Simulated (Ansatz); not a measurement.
**CuCl2 in Ansatz: the effect of functional**

The system is CuCl2.

```
CELL_PARAMETERS angstrom
-2.28453 2.28453 6.95018
2.28453 -2.28453 6.95018
2.28453 2.28453 -6.95018
ATOMIC_POSITIONS crystal
Cu 0.00000 0.00000 0.00000
Cl 0.00000 0.50000 0.50000
Cl 0.50000 0.00000 0.50000
```

Measurements of this composition are mostly on another form, of space group No. 12.

The cell isn't the ideal one: volume scaled by 1.04.

Alike in all runs:

```yaml
Program: Ansatz 0.2.0
Task: single point
Potentials_or_basis: Ansatz PAW
k_mesh: 8 × 8 × 8
Occupations: fermi-dirac, width 0.05 eV
Spin: no spin polarisation
```

| functional | cutoff | pressure (GPa) |
| --- | --- | --- |
| LDA | 420 eV (not typed: the program's choice for these potentials) | ? |
| PBEsol | 420 eV (not typed: the program's choice for these potentials) | -1.6 |
| r2SCAN | 500 eV (not typed: the program's choice for these potentials) | -1.1 |

**Question.** What does the run with functional LDA give?

**Answer.** Pressure -2.6 GPa.

Caveats: an odd number of electrons without spin polarisation forces a metal; a magnetic or distorted state may lie lower; the run has no spin polarisation, though such a crystal can be magnetic; the PAW data sets come from PBE, with cores solved anew for the run's functional, which leaves a small shift of forces and pressure.
